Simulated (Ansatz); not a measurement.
# Ni: starts and ends of a spin-polarised SCF

Is Ni magnetic at this level, in which order, and do all starts find it? Single-point runs from several starts follow. We look at Ni: its experimental structure (space group Fm-3m, primitive cell doubled), with 2 atoms per cell. Source: COD entry 2102248, which need not be the ambient phase.

Method: DFT PBE, PAW, plane waves, scalar-relativistic, in Ansatz 0.2.0.

## (1) The structure to begin with

It takes space group Fm-3m (No. 225, cubic). Conventional cell: a = 3.559 Å, b = 3.559 Å, c = 3.559 Å, α = 90.00°, β = 90.00°, γ = 90.00°. Ni (site symmetry m-3m) has 12 Ni at 2.52 Å as nearest neighbours.

Coordinates:

```
CELL_PARAMETERS angstrom
3.55870 1.77935 1.77935
1.77935 3.55870 1.77935
1.77935 1.77935 3.55870
ATOMIC_POSITIONS crystal
Ni 0.00000 0.00000 0.00000
Ni 0.50000 0.50000 0.50000
```

Atoms are counted from 1 in the order of input.yaml (Ni2 and so on).

The first starts: parallel moments, plain SCF; opposed moments +-, plain SCF; no spin polarisation; spin on, no moments given (the program may seed its own), plain SCF. What is tried next depends on their ends.

“Plain SCF” means no search for lower states. Ends within 0.2 meV/atom and 0.1 μB count as one state.

Site moments are integrals over atomic spheres and don't add up to the total.

## (2) Parallel moments, plain SCF

Input file input.yaml:

```yaml
crystal:
  lattice:
    - [3.5587, 1.77935, 1.77935]
    - [1.77935, 3.5587, 1.77935]
    - [1.77935, 1.77935, 3.5587]
  atoms:
    - { symbol: Ni, position: [0.0, 0.0, 0.0], spin: 2.0 }
    - { symbol: Ni, position: [0.5, 0.5, 0.5], spin: 2.0 }
magnetization:
  spin_polarized: true
hamiltonian:
  xc: pbe
  pseudopotentials: { kind: paw }
basis:
  ecutwfc: 420
kpoints:
  mp_grid: { grid: [11, 11, 11] }
scf:
  occupations: { method: fermi_dirac, width: 0.1 }
  lower_state_search: "off"
output:
  forces: true
  stress: true
```

The program printed, cut to the lines that bear on the results:

```text
basis.fft_grid_basis auto: the FFT boxes are laid along the combinations [[1, 0, -1], [0, 1, -1], [0, 0, 1]] of the cell's own vectors, 2.516, 2.516 and 4.358 Å long. The dense box has 18×18×30 points. Along the cell's own vectors, as sized, it would have 30×30×30, 2.78 times as many. [...]
Pseudopotentials: kind: paw
Pseudopotential: Ni, paw, valence charge 18, recommended cutoff 420 eV (normal), Ni.paw.azcp
Functional definition: PBE
[...]
Crystal: 2 atoms, lattice volume = 22.534 Å³
Basis set: ecut = 420 eV, 457 PW (Γ), FFT grids on a1−a3, a2−a3, a3, exchange–correlation on 36×36×60 points (8 copies of the dense FFT grid, shifted against one another)
Bands: 24, of which v1, the nominal top of the filled ones, is band 18 counted from 1 (17 counted from 0)
Symmetry: 24 space group operations
Space group: Fm-3m (ITA 225), of the structure as read, at distance tolerance 2.8e-5 Å
Magnetic group: BNS 225.116 (UNI 1618), of the structure as read, at distance tolerance 2.8e-5 Å
k-points: 146 of 1331
[...]
Starting moments: Σ|m| = 4 μB on 2 of 2 sites
[...]
SCF iter   1: F=—  HF=-11678.939086 eV  |F-HF|=—  |Δ(HF+E_count)|=         —  Δρ=1.27e-1 (↑1.10e-1 ↓1.27e-1)  dr2=4.04e-2  dr2_m=2.89e0  M=1.884 μB ∫|m|=2.102 μB  β_m=0.30  ethr=1.12e-4  ⟨swp⟩=1.0  Hψ=34726  notcnv=0
[...]
spin-set hold released at iteration 1 (the charge has settled, or the pull on large starting moments outlasts its swing): the magnetisation degrees of freedom join the quasi-Newton model from the next iteration; the mixer history was flushed
[...]
SCF iter  10: F=-11679.483077 eV  HF=-11679.483077 eV  |F-HF|=7.09e-11  |Δ(HF+E_count)|=   1.19e-8  Δρ=2.84e-6 (↑7.16e-7 ↓2.84e-6)  dr2=8.31e-10  dr2_m=4.84e-10  M=1.234 μB ∫|m|=1.422 μB  ethr=2.75e-11  ⟨swp⟩=2.0  Hψ=21171  notcnv=0
[...]
SCF converged after 10 iterations
Magnetization: 1.2341 μB (18.6170 up, 17.3830 down)
Absolute magnetization: 1.4233 μB (∫|ρ↑−ρ↓|, with the PAW one-centre terms)
Spin contamination: 0.0142 ħ² per cell (⟨S²⟩ above its minimum at these occupations)
Per-site moments (μB) at R_I (Å): [(0.6567138189834948, 1.0380071221610339), (0.6567138189834946, 1.0380071221610339)]
Free energy (F): -11679.483077 eV
[...]
E sigma→0 (E₀):  -11679.427322 eV
Entropy (-TS):   -0.111510 eV (-55.755 meV/atom)
Fermi energy:    17.387916 eV
[...]
--- Forces (eV/Å), atoms counted from 1 ---
  atom   1  Ni     0.00000000     0.00000000    -0.00000000
  atom   2  Ni     0.00000000     0.00000000     0.00000000
[...]
--- Stress (GPa, compression-positive) ---
       -6.005026       0.067347       0.067347
        0.067347      -6.005026       0.067347
        0.067347       0.067347      -6.005026
  P = ⅓ Tr σ = -6.0050 GPa (-60.050 kbar)
```

Run time: 6.7 s. Hardware: 2 threads of an x86-64 CPU, shared host; peak memory 0.43 GiB.

The state reached is ferromagnetic, site moments Ni1 0.66, Ni2 0.66 μB, total 1.23 μB per cell, no gap on the k-mesh.

## (3) Opposed moments +-, plain SCF

input.yaml: that of step 2 with these lines changed.

```diff
@@ -7,3 +7,3 @@
     - { symbol: Ni, position: [0.0, 0.0, 0.0], spin: 2.0 }
-    - { symbol: Ni, position: [0.5, 0.5, 0.5], spin: 2.0 }
+    - { symbol: Ni, position: [0.5, 0.5, 0.5], spin: -2.0 }
 magnetization:
```

The program printed, cut to the lines that bear on the results:

```text
[... 12 lines as in an earlier run ...]
Symmetry: 12 space group operations
Space group: R-3m (ITA 166), of the structure as read, at distance tolerance 2.8e-5 Å
Magnetic group: BNS 166.102 (UNI 1332), of the structure as read, at distance tolerance 2.8e-5 Å
[... 5 lines as in an earlier run ...]
Starting moments: Σ|m| = 4 μB on 2 of 2 sites
Starting magnetic order: antiferromagnet; a translation exchanges its spin sublattices: spin-degenerate at every k-point
[... 2 lines as in an earlier run ...]
spin-down is spin-up translated by (0.5, 0.5, 0.5): one eigenproblem is solved per k-point and the antiferromagnetic symmetry of the starting moments is kept exactly by this SCF (crystal.symmetry.spin_inversion_symmetry: false solves both channels; [...]
SCF iter   1: F=—  HF=-11678.719453 eV  |F-HF|=—  |Δ(HF+E_count)|=         —  Δρ=1.30e-1 (↑1.30e-1 ↓1.30e-1)  dr2=7.21e-2  dr2_m=3.43e0  M=0.000 μB ∫|m|=1.955 μB  β_m=0.30  ethr=2.01e-4  ⟨swp⟩=1.2  Hψ=17555  notcnv=0
[...]
[... 1 line as in an earlier run ...]
[...]
WARN: the starting moments were not kept: the SCF closed with an absolute magnetisation of 1.1e-5 μB, where they sum to 4 μB in size (2 sites). That is at most 0.1 of that sum. Measured as dr2_m measures the in/out step, that magnetisation stands 1.7e-10 eV from none, at or under the [...]
SCF converged after 18 iterations
Magnetization: 0.0000 μB (18.0000 up, 18.0000 down)
Absolute magnetization: 0.0000 μB (∫|ρ↑−ρ↓|, with the PAW one-centre terms)
Spin contamination: 0.0000 ħ² per cell (⟨S²⟩ above its minimum at these occupations)
Per-site moments (μB) at R_I (Å): [(5.465724597021218e-6, 1.0380071221610339), (-5.465724597021218e-6, 1.0380071221610339)]
Free energy (F): -11679.406695 eV
[...]
E sigma→0 (E₀):  -11679.313733 eV
Entropy (-TS):   -0.185924 eV (-92.962 meV/atom)
Fermi energy:    17.213815 eV
[...]
--- Forces (eV/Å), atoms counted from 1 ---
  atom   1  Ni    -0.00000000     0.00000000     0.00000000
  atom   2  Ni    -0.00000000    -0.00000000    -0.00000000
[...]
--- Stress (GPa, compression-positive) ---
       -6.783102      -0.069600      -0.069600
       -0.069600      -6.783102      -0.069600
       -0.069600      -0.069600      -6.783102
  P = ⅓ Tr σ = -6.7831 GPa (-67.831 kbar)
```

Run time: 5.6 s. Hardware: 2 threads of an x86-64 CPU, shared host; peak memory 0.42 GiB.

The state reached is non-magnetic, no gap on the k-mesh. Against step 2, the lowest until now, it is 38.2 meV/atom higher.

## (4) No spin polarisation

input.yaml: that of step 3 with these lines changed.

```diff
@@ -6,6 +6,4 @@
   atoms:
-    - { symbol: Ni, position: [0.0, 0.0, 0.0], spin: 2.0 }
-    - { symbol: Ni, position: [0.5, 0.5, 0.5], spin: -2.0 }
-magnetization:
-  spin_polarized: true
+    - { symbol: Ni, position: [0.0, 0.0, 0.0] }
+    - { symbol: Ni, position: [0.5, 0.5, 0.5] }
 hamiltonian:
```

The program printed, cut to the lines that bear on the results:

```text
[... 11 lines as in an earlier run ...]
Bands: 22, of which v1, the nominal top of the filled ones, is band 18 counted from 1 (17 counted from 0)
[... 6 lines as in an earlier run ...]
[...]
[... 2 lines as in an earlier run ...]
SCF iter   1: F=—  HF=-11679.406582 eV  |F-HF|=—  |Δ(HF+E_count)|=         —  Δρ=3.04e-3  dr2=1.08e-3  ethr=1.77e-3  ⟨swp⟩=4.4  Hψ=11653  notcnv=0
[...]
SCF iter   6: F=-11679.406695 eV  HF=-11679.406695 eV  |F-HF|=2.18e-11  |Δ(HF+E_count)|=   3.59e-8  Δρ=1.89e-6  dr2=2.37e-10  ethr=4.97e-11  ⟨swp⟩=2.7  Hψ=11527  notcnv=0
[...]
SCF converged after 6 iterations
Free energy (F): -11679.406695 eV
[...]
E sigma→0 (E₀):  -11679.313733 eV
Entropy (-TS):   -0.185924 eV (-92.962 meV/atom)
Fermi energy:    17.213814 eV
[... 24 lines left out: energy terms, forces, stress ...]
```

Run time: 2.1 s. Hardware: 2 threads of an x86-64 CPU, shared host; peak memory 0.39 GiB.

Nothing new: the 6 iterations lead to the state found in step 3 (non-magnetic).

## (5) Spin on, no moments given (the program may seed its own), plain SCF

input.yaml: that of step 4 with these lines changed.

```diff
@@ -21 +21,3 @@
   stress: true
+magnetization:
+  spin_polarized: true
```

The program printed, cut to the lines that bear on the results:

```text
[... 1 line as in an earlier run ...]
band count auto-derived: 24 (N_el = 36.0; filled up to band 18; 22 by the electrons, moments and atoms)
[... 20 lines as in an earlier run ...]
[...]
SCF iter   1: F=—  HF=-11677.995900 eV  |F-HF|=—  |Δ(HF+E_count)|=         —  Δρ=1.79e-1 (↑1.79e-1 ↓1.75e-1)  dr2=1.09e-2  dr2_m=6.44e0  M=2.580 μB ∫|m|=2.580 μB  ethr=5.28e-4  ⟨swp⟩=1.3  Hψ=17573  notcnv=0
[...]
SCF iter  11: F=-11679.483077 eV  HF=-11679.483077 eV  |F-HF|=1.89e-10  |Δ(HF+E_count)|=   9.68e-9  Δρ=1.57e-6 (↑1.03e-6 ↓1.57e-6)  dr2=1.47e-10  dr2_m=2.42e-10  M=1.234 μB ∫|m|=1.422 μB  ethr=3.79e-12  ⟨swp⟩=1.7  Hψ=20634  notcnv=0
[...]
SCF converged after 11 iterations
Magnetization: 1.2341 μB (18.6170 up, 17.3830 down)
Absolute magnetization: 1.4233 μB (∫|ρ↑−ρ↓|, with the PAW one-centre terms)
Spin contamination: 0.0142 ħ² per cell (⟨S²⟩ above its minimum at these occupations)
Per-site moments (μB) at R_I (Å): [(0.6567146987145253, 1.0380071221610339), (0.6567146987145251, 1.0380071221610339)]
Free energy (F): -11679.483077 eV
[...]
E sigma→0 (E₀):  -11679.427322 eV
Entropy (-TS):   -0.111510 eV (-55.755 meV/atom)
Fermi energy:    17.387899 eV
[... 24 lines left out: energy terms, forces, stress ...]
```

It took 6.4 s on 2 threads of an x86-64 CPU, shared host; peak memory 0.43 GiB.

The run ends in the same state as step 2 (ferromagnetic); it took 11 iterations.

## (6) Parallel moments scaled by 0.1, plain SCF

input.yaml: that of step 5 with these lines changed.

```diff
@@ -6,4 +6,6 @@
   atoms:
-    - { symbol: Ni, position: [0.0, 0.0, 0.0] }
-    - { symbol: Ni, position: [0.5, 0.5, 0.5] }
+    - { symbol: Ni, position: [0.0, 0.0, 0.0], spin: 0.2 }
+    - { symbol: Ni, position: [0.5, 0.5, 0.5], spin: 0.2 }
+magnetization:
+  spin_polarized: true
 hamiltonian:
@@ -21,3 +23 @@
   stress: true
-magnetization:
-  spin_polarized: true
```

The program printed, cut to the lines that bear on the results:

```text
[... 11 lines as in an earlier run ...]
Bands: 23, of which v1, the nominal top of the filled ones, is band 18 counted from 1 (17 counted from 0)
[... 8 lines as in an earlier run ...]
Starting moments: Σ|m| = 0.4 μB on 2 of 2 sites
[... 2 lines as in an earlier run ...]
[...]
SCF iter   1: F=—  HF=-11679.431068 eV  |F-HF|=—  |Δ(HF+E_count)|=         —  Δρ=3.69e-2 (↑3.69e-2 ↓1.15e-2)  dr2=1.90e-1  dr2_m=5.78e-2  M=0.543 μB ∫|m|=0.555 μB  β_m=1.00  ethr=5.27e-4  ⟨swp⟩=1.0  Hψ=33436  notcnv=0
[...]
spin-set hold released at iteration 8 (site moments contracting): the magnetisation degrees of freedom join the quasi-Newton model from the next iteration; the mixer history was flushed
[...]
SCF iter  15: F=-11679.483077 eV  HF=-11679.483077 eV  |F-HF|=2.44e-10  |Δ(HF+E_count)|=   1.10e-8  Δρ=5.15e-6 (↑2.53e-6 ↓5.15e-6)  dr2=3.11e-9  dr2_m=1.91e-9  M=1.234 μB ∫|m|=1.422 μB  ethr=1.22e-10  ⟨swp⟩=2.5  Hψ=22182  notcnv=0
[...]
SCF converged after 15 iterations
Magnetization: 1.2341 μB (18.6170 up, 17.3830 down)
Absolute magnetization: 1.4233 μB (∫|ρ↑−ρ↓|, with the PAW one-centre terms)
Spin contamination: 0.0142 ħ² per cell (⟨S²⟩ above its minimum at these occupations)
Per-site moments (μB) at R_I (Å): [(0.6567068111064669, 1.0380071221610339), (0.6567068111064664, 1.0380071221610339)]
Free energy (F): -11679.483077 eV
[...]
E sigma→0 (E₀):  -11679.427320 eV
Entropy (-TS):   -0.111514 eV (-55.757 meV/atom)
Fermi energy:    17.387924 eV
[... 24 lines left out: energy terms, forces, stress ...]
```

It took 7.1 s on 2 threads of an x86-64 CPU, shared host; peak memory 0.42 GiB.

This is the state of step 2 again (ferromagnetic), after 15 iterations.

## (7) Moments +- scaled by 0.5, plain SCF

input.yaml: that of step 6 with these lines changed.

```diff
@@ -6,4 +6,4 @@
   atoms:
-    - { symbol: Ni, position: [0.0, 0.0, 0.0], spin: 0.2 }
-    - { symbol: Ni, position: [0.5, 0.5, 0.5], spin: 0.2 }
+    - { symbol: Ni, position: [0.0, 0.0, 0.0], spin: 1.0 }
+    - { symbol: Ni, position: [0.5, 0.5, 0.5], spin: -1.0 }
 magnetization:
```

The program printed, cut to the lines that bear on the results:

```text
[... 20 lines as in an earlier run ...]
Starting moments: Σ|m| = 2 μB on 2 of 2 sites
Starting magnetic order: antiferromagnet; a translation exchanges its spin sublattices: spin-degenerate at every k-point
[... 3 lines as in an earlier run ...]
[...]
SCF iter   1: F=—  HF=-11679.293097 eV  |F-HF|=—  |Δ(HF+E_count)|=         —  Δρ=4.61e-2 (↑4.61e-2 ↓4.61e-2)  dr2=1.59e-1  dr2_m=3.58e-1  M=0.000 μB ∫|m|=1.219 μB  β_m=0.30  ethr=4.42e-4  ⟨swp⟩=1.0  Hψ=16738  notcnv=0
[...]
spin-set hold released at iteration 9 (site moments contracting): the magnetisation degrees of freedom join the quasi-Newton model from the next iteration; the mixer history was flushed
[...]
SCF iter  22: F=-11679.406695 eV  HF=-11679.406695 eV  |F-HF|=7.28e-12  |Δ(HF+E_count)|=   2.04e-8  Δρ=2.38e-7 (↑2.38e-7 ↓2.38e-7)  dr2=4.21e-12  dr2_m=9.73e-12  M=0.000 μB ∫|m|=0.000 μB  ethr=9.75e-12  ⟨swp⟩=1.9  Hψ=12588  notcnv=0
WARN: the starting moments were not kept: the SCF closed with an absolute magnetisation of 3.0e-5 μB, where they sum to 2 μB in size (2 sites). That is at most 0.1 of that sum. Measured as dr2_m measures the in/out step, that magnetisation stands 1.2e-9 eV from none, at or under the [...]
SCF converged after 22 iterations
Magnetization: 0.0000 μB (18.0000 up, 18.0000 down)
Absolute magnetization: 0.0000 μB (∫|ρ↑−ρ↓|, with the PAW one-centre terms)
Spin contamination: 0.0000 ħ² per cell (⟨S²⟩ above its minimum at these occupations)
Per-site moments (μB) at R_I (Å): [(-1.4253170388895791e-5, 1.0380071221610339), (1.4253170388895791e-5, 1.0380071221610339)]
Free energy (F): -11679.406695 eV
[...]
E sigma→0 (E₀):  -11679.313733 eV
Entropy (-TS):   -0.185924 eV (-92.962 meV/atom)
Fermi energy:    17.213821 eV
[... 24 lines left out: energy terms, forces, stress ...]
```

Run time: 6 s. Hardware: 2 threads of an x86-64 CPU, shared host; peak memory 0.42 GiB.

The run ends in the same state as step 3 (non-magnetic); it took 22 iterations.

## (8) A moment on one site alone, plain SCF

input.yaml: that of step 7 with these lines changed.

```diff
@@ -6,4 +6,4 @@
   atoms:
-    - { symbol: Ni, position: [0.0, 0.0, 0.0], spin: 1.0 }
-    - { symbol: Ni, position: [0.5, 0.5, 0.5], spin: -1.0 }
+    - { symbol: Ni, position: [0.0, 0.0, 0.0] }
+    - { symbol: Ni, position: [0.5, 0.5, 0.5], spin: 2.0 }
 magnetization:
```

The program printed, cut to the lines that bear on the results:

```text
[... 14 lines as in an earlier run ...]
Magnetic group: BNS 166.97 (UNI 1327), of the structure as read, at distance tolerance 2.8e-5 Å
[... 5 lines as in an earlier run ...]
Starting moments: Σ|m| = 2 μB on 1 of 2 sites
[... 2 lines as in an earlier run ...]
SCF iter   1: F=—  HF=-11679.292547 eV  |F-HF|=—  |Δ(HF+E_count)|=         —  Δρ=1.06e-1 (↑1.06e-1 ↓4.38e-2)  dr2=2.91e0  dr2_m=6.56e-1  M=1.359 μB ∫|m|=1.477 μB  β_m=0.30  ethr=3.10e-3  ⟨swp⟩=4.6  Hψ=24337  notcnv=0
[...]
spin-set hold released at iteration 5 (the charge has settled, or the pull on large starting moments outlasts its swing): the magnetisation degrees of freedom join the quasi-Newton model from the next iteration; the mixer history was flushed
[...]
SCF iter  24: F=-11679.483077 eV  HF=-11679.483077 eV  |F-HF|=3.80e-10  |Δ(HF+E_count)|=   4.29e-9  Δρ=1.55e-6 (↑3.55e-7 ↓1.55e-6)  dr2=4.60e-10  dr2_m=1.01e-10  M=1.234 μB ∫|m|=1.422 μB  ethr=2.78e-10  ⟨swp⟩=3.0  Hψ=18471  notcnv=0
[...]
SCF converged after 24 iterations
Magnetization: 1.2341 μB (18.6170 up, 17.3830 down)
Absolute magnetization: 1.4233 μB (∫|ρ↑−ρ↓|, with the PAW one-centre terms)
Spin contamination: 0.0142 ħ² per cell (⟨S²⟩ above its minimum at these occupations)
Per-site moments (μB) at R_I (Å): [(0.6567187422728171, 1.0380071221610339), (0.6567156106364829, 1.0380071221610339)]
Free energy (F): -11679.483077 eV
[...]
E sigma→0 (E₀):  -11679.427321 eV
Entropy (-TS):   -0.111511 eV (-55.756 meV/atom)
Fermi energy:    17.387902 eV
[... 24 lines left out: energy terms, forces, stress ...]
```

Wall time 9.9 s (2 threads of an x86-64 CPU, shared host); peak memory 0.44 GiB.

The run ends in the same state as step 2 (ferromagnetic); it took 24 iterations.

## (9) Parallel moments, Broyden mixing, no switch to direct minimisation

input.yaml: that of step 8 with these lines changed.

```diff
@@ -6,3 +6,3 @@
   atoms:
-    - { symbol: Ni, position: [0.0, 0.0, 0.0] }
+    - { symbol: Ni, position: [0.0, 0.0, 0.0], spin: 2.0 }
     - { symbol: Ni, position: [0.5, 0.5, 0.5], spin: 2.0 }
@@ -20,2 +20,4 @@
   lower_state_search: "off"
+  algorithm: density_mixing
+  mixing: { algorithm: broyden, beta: 0.3 }
 output:
```

The program printed, cut to the lines that bear on the results:

```text
[... 20 lines as in an earlier run ...]
Starting moments: Σ|m| = 4 μB on 2 of 2 sites
[... 3 lines as in an earlier run ...]
SCF iter   1: F=—  HF=-11678.939086 eV  |F-HF|=—  |Δ(HF+E_count)|=         —  Δρ=1.27e-1 (↑1.10e-1 ↓1.27e-1)  dr2=4.04e-2  dr2_m=2.89e0  M=1.884 μB ∫|m|=2.102 μB  β_m=0.57  ethr=1.12e-4  ⟨swp⟩=1.0  Hψ=34726  notcnv=0
[...]
[... 1 line as in an earlier run ...]
[...]
SCF iter  15: F=-11679.483077 eV  HF=-11679.483077 eV  |F-HF|=3.22e-10  |Δ(HF+E_count)|=   7.88e-8  Δρ=8.35e-7 (↑7.45e-7 ↓8.35e-7)  dr2=9.05e-11  dr2_m=1.60e-11  M=1.234 μB ∫|m|=1.422 μB  ethr=3.51e-12  ⟨swp⟩=3.3  Hψ=19155  notcnv=0
[...]
this state was not tested for a lower state beside it, because the mixer in use, unlike msr1, does not test its closes by its own steps (another_mixer; see scf.mixing.algorithm and scf.lower_state_search)
SCF converged after 15 iterations
Magnetization: 1.2341 μB (18.6170 up, 17.3830 down)
Absolute magnetization: 1.4233 μB (∫|ρ↑−ρ↓|, with the PAW one-centre terms)
Spin contamination: 0.0142 ħ² per cell (⟨S²⟩ above its minimum at these occupations)
Per-site moments (μB) at R_I (Å): [(0.6567108913538637, 1.0380071221610339), (0.6567108913538631, 1.0380071221610339)]
Free energy (F): -11679.483077 eV
[...]
E sigma→0 (E₀):  -11679.427321 eV
Entropy (-TS):   -0.111511 eV (-55.756 meV/atom)
Fermi energy:    17.387901 eV
[... 24 lines left out: energy terms, forces, stress ...]
```

It took 8.9 s on 2 threads of an x86-64 CPU, shared host; peak memory 0.43 GiB.

The run ends in the same state as step 2 (ferromagnetic); it took 15 iterations.

## (10) Comparing the starts

| step | iterations | state | moments of Ni1 Ni2 (μB) | total (μB) | gap (eV) | pressure (GPa) | above lowest (meV/atom) |
| --- | --- | --- | --- | --- | --- | --- | --- |
| 2 | 10 | 1 | 0.66 0.66 | 1.23 | none | -6.0 | 0.0 |
| 3 | 18 | 2 | 0.00 0.00 | 0.00 | none | -6.8 | 38.2 |
| 4 | 6 | 2 | 0.00 0.00 | 0.00 | none | -6.8 | 38.2 |
| 5 | 11 | 1 | 0.66 0.66 | 1.23 | none | -6.0 | 0.0 |
| 6 | 15 | 1 | 0.66 0.66 | 1.23 | none | -6.0 | 0.0 |
| 7 | 22 | 2 | 0.00 0.00 | 0.00 | none | -6.8 | 38.2 |
| 8 | 24 | 1 | 0.66 0.66 | 1.23 | none | -6.0 | 0.0 |
| 9 | 15 | 1 | 0.66 0.66 | 1.23 | none | -6.0 | 0.0 |

States are numbered from the lowest. Starts by step: 2 parallel moments, plain SCF; 3 opposed moments +-, plain SCF; 4 no spin polarisation; 5 spin on, no moments given (the program may seed its own), plain SCF; 6 parallel moments scaled by 0.1, plain SCF; 7 moments +- scaled by 0.5, plain SCF; 8 a moment on one site alone, plain SCF; 9 parallel moments, Broyden mixing, no switch to direct minimisation.

The 8 runs of this session took 53 s in all, from 2.1 s to 9.9 s each.

Decimal logarithm of the largest residual (eV) by iteration, counted through all cycles of a run (7 of the 8 runs):

| iteration | step 2 | step 3 | step 4 | step 5 | step 6 | step 7 | step 9 |
| --- | --- | --- | --- | --- | --- | --- | --- |
| 1 | 0.5 | 0.5 | -3.0 | 0.8 | -0.7 | -0.4 | 0.5 |
| 2 | 0.2 | 0.3 | -3.5 | -0.4 | -1.5 | -0.6 | -0.1 |
| 3 | -1.5 | -0.7 | -5.4 | -0.6 | -1.7 | -0.7 | -2.1 |
| 4 | -1.5 | -1.1 | -6.2 | -0.3 | -1.8 | -0.9 | -2.0 |
| 5 | -2.4 | -1.9 | -7.7 | -2.3 | -1.9 | -1.0 | -2.4 |
| 7 | -5.3 | -3.0 | - | -3.3 | -2.3 | -1.2 | -3.8 |
| 9 | -7.9 | -3.8 | - | -5.8 | -2.2 | -1.4 | -5.0 |
| 11 | - | -4.6 | - | -9.6 | -1.5 | -1.9 | -6.8 |
| 12 | - | -5.2 | - | - | -4.6 | -2.6 | -7.4 |
| 14 | - | -5.4 | - | - | -7.4 | -3.4 | -8.7 |
| 16 | - | -8.2 | - | - | - | -5.0 | - |
| 18 | - | -10.3 | - | - | - | -5.9 | - |
| 20 | - | - | - | - | - | -7.0 | - |
| 22 | - | - | - | - | - | -11.0 | - |

## (11) What came out

| quantity | value |
| --- | --- |
| distinct states | 2 from 8 converged runs |
| lowest state from plain starts | ferromagnetic |
| its moments | Ni1 0.66, Ni2 0.66 μB |
| total moment | 1.23 μB per cell |
| gap on the k-mesh | none |
| pressure | -6.0 GPa |
| largest force | 0.000 eV/Å |
| next state | non-magnetic, 38.2 meV/atom higher |

The 8 converged runs end in 2 distinct states. Switching spin polarisation off costs 38.2 meV/atom in free energy, smearing entropy included. The search isn't exhaustive: larger magnetic cells and non-collinear orders weren't tried.
